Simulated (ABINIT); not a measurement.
Runs of ABINIT 10.8.3 (patched build) on BaTiO3. Symmetry: Pm-3m, No. 221, cubic system. The conventional cell has a = 4.006 Å, b = 4.006 Å, c = 4.006 Å, α = 90.00°, β = 90.00°, γ = 90.00°. Ba (site symmetry m-3m) has 12 O at 2.83 Å as nearest neighbours. Ti (site symmetry m-3m) is surrounded by 6 O at 2.00 Å. O (site symmetry 4/mmm) has 2 Ti at 2.00 Å as nearest neighbours. 

```csv
task,level,potentials or basis,cell,k mesh,cutoff (eV),smearing,bands in the sums,one-shot functional,stop of the response cycle (tolvrs),acoustic sum rule (asr),cell freedom (optcell),mesh quality,gap on the mesh (eV),pressure (GPa)
one-shot levels of the hybrid PBE0-1/3,PBE,PseudoDojo NC SR PBE v0.5 stringent,as given,4 × 4 × 4,1252,fixed,28,PBE0-1/3,-,-,-,not flagged,1.80,-
single point,PBEsol,PseudoDojo NC SR PBEsol v0.4 stringent,as given,5 × 5 × 5,1143,fermi-dirac 0.05 eV,-,-,-,-,-,not flagged,1.86,-4.4
dielectric tensor,PBEsol,PseudoDojo NC SR PBEsol v0.4 stringent,as given,"4 × 4 × 4, shifted",1143,fixed,-,-,1e-10,2,-,coarse,-,-4.4
single point,PBE,PseudoDojo NC SR PBE v0.5 stringent,as given,5 × 5 × 5,1252,fermi-dirac 0.05 eV,-,-,-,-,-,not flagged,1.93,1.3
single point,LDA,PseudoDojo NC SR LDA v0.4 stringent,as given,5 × 5 × 5,1143,fermi-dirac 0.05 eV,-,-,-,-,-,not flagged,(b),(a)
relaxation of cell and atoms,PBE,PseudoDojo NC SR PBE v0.4 stringent,relaxed,5 × 5 × 5,1252,fermi-dirac 0.05 eV,-,-,-,-,2,not flagged,1.91,0.0
```

Alike in all rows: no spin polarisation.

Question: Fill in the values left out.

Answer: (a) -9.0; (b) 1.83.

Caveats: some runs use coarse meshes; spin-orbit coupling is left out, which moves the levels of the heavy elements (some runs); an odd mesh through Γ misses points on the zone boundary, where band edges often lie (some runs); the cell is more than 3 GPa from zero pressure, which shifts response properties (some runs).

A k mesh can miss the band edges, and the runs leave out spin-orbit coupling on Ba.

Not every run made on this cell is shown here.
